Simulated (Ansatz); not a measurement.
Relaxed (001) slab cut from PbO (space group P4/nmm (No. 129)); the slab's formula is PbO, its outer planes Pb (top) and Pb (bottom):

```yaml
crystal:
  lattice:
    - [3.98785, 0.00000, 0.00000]
    - [0.00000, 3.98785, 0.00000]
    - [0.00000, 0.00000, 27.52213]
  atoms:
    - { symbol: Pb, position: [0.50000, 0.00000, 0.27232] }
    - { symbol: O, position: [0.00000, 0.00000, 0.31540] }
    - { symbol: O, position: [0.50000, 0.50000, 0.31540] }
    - { symbol: Pb, position: [0.00000, 0.50000, 0.35853] }
    - { symbol: Pb, position: [0.50000, 0.00000, 0.45697] }
    - { symbol: O, position: [0.00000, 0.00000, 0.50000] }
    - { symbol: O, position: [0.50000, 0.50000, 0.50000] }
    - { symbol: Pb, position: [0.00000, 0.50000, 0.54303] }
    - { symbol: Pb, position: [0.50000, 0.00000, 0.64147] }
    - { symbol: O, position: [0.00000, 0.00000, 0.68460] }
    - { symbol: O, position: [0.50000, 0.50000, 0.68460] }
    - { symbol: Pb, position: [0.00000, 0.50000, 0.72768] }
```

These are results of DFT PBEsol, scalar-relativistic, plane waves, PAW (Ansatz 0.2.0), not measurements. Cutoff 420 eV; k points 7×7×1 on the computed 12-atom cell (Γ-centred); Gaussian smearing, width 0.05 eV; no spin polarisation. A dipole correction removes the field between periodic images along c.

The potential is the smooth part; its values at the atoms depend on the PAW datasets.

Task: How does the plane-averaged electrostatic potential energy of an electron run along c, counted from the top of the valence band?

Result: z (Å), V (eV) and a bar:
```
     2.58       4.25 ##############################
     2.87       4.25 ##############################
     3.15       4.25 ##############################
     3.44       4.25 ##############################
     3.73       4.25 ##############################
     4.01       4.25 ##############################
     4.30       4.24 ##############################
     4.59       4.23 ##############################
     4.87       4.21 ##############################
     5.16       4.17 ##############################
     5.45       4.07 #############################
     5.73       3.88 #############################
     6.02       3.47 ############################
     6.31       2.64 #########################
     6.59       0.51 ###################
     6.88      -3.09 #########
     7.17      -5.20 ##
     7.45      -5.65 #
     7.74      -5.32 ##
     8.03      -4.65 ####
     8.31      -5.36 ##
     8.60      -5.92
     8.89      -5.62 #
     9.17      -5.08 ###
     9.46      -4.76 ####
     9.75      -5.46 ##
    10.03      -5.51 #
    10.32      -4.47 ####
    10.61      -1.56 #############
    10.89       1.54 ######################
    11.18       2.39 #########################
    11.47       1.98 #######################
    11.75      -0.51 ################
    12.04      -3.83 ######
    12.33      -5.37 ##
    12.61      -5.55 #
    12.90      -5.06 ###
    13.19      -4.84 ###
    13.47      -5.48 ##
    13.76      -6.00
    14.05      -5.48 ##
    14.33      -4.84 ###
    14.62      -5.06 ###
    14.91      -5.55 #
    15.19      -5.37 ##
    15.48      -3.83 ######
    15.77      -0.51 ################
    16.05       1.98 #######################
    16.34       2.39 #########################
    16.63       1.54 ######################
    16.91      -1.56 #############
    17.20      -4.47 ####
    17.49      -5.51 #
    17.77      -5.46 ##
    18.06      -4.76 ####
    18.35      -5.08 ###
    18.63      -5.62 #
    18.92      -5.92
    19.21      -5.36 ##
    19.49      -4.65 ####
    19.78      -5.32 ##
    20.07      -5.65 #
    20.35      -5.20 ##
    20.64      -3.09 #########
    20.93       0.51 ###################
    21.21       2.64 #########################
    21.50       3.47 ############################
    21.79       3.88 #############################
    22.08       4.07 #############################
    22.36       4.17 ##############################
    22.65       4.21 ##############################
    22.94       4.23 ##############################
    23.22       4.24 ##############################
    23.51       4.25 ##############################
    23.80       4.25 ##############################
    24.08       4.25 ##############################
    24.37       4.25 ##############################
    24.66       4.25 ##############################
    24.94       4.25 ##############################
```

The vacuum level lies 4.26 eV above the top of the valence band.

Spin-orbit coupling is left out, which matters for the bands of heavy elements.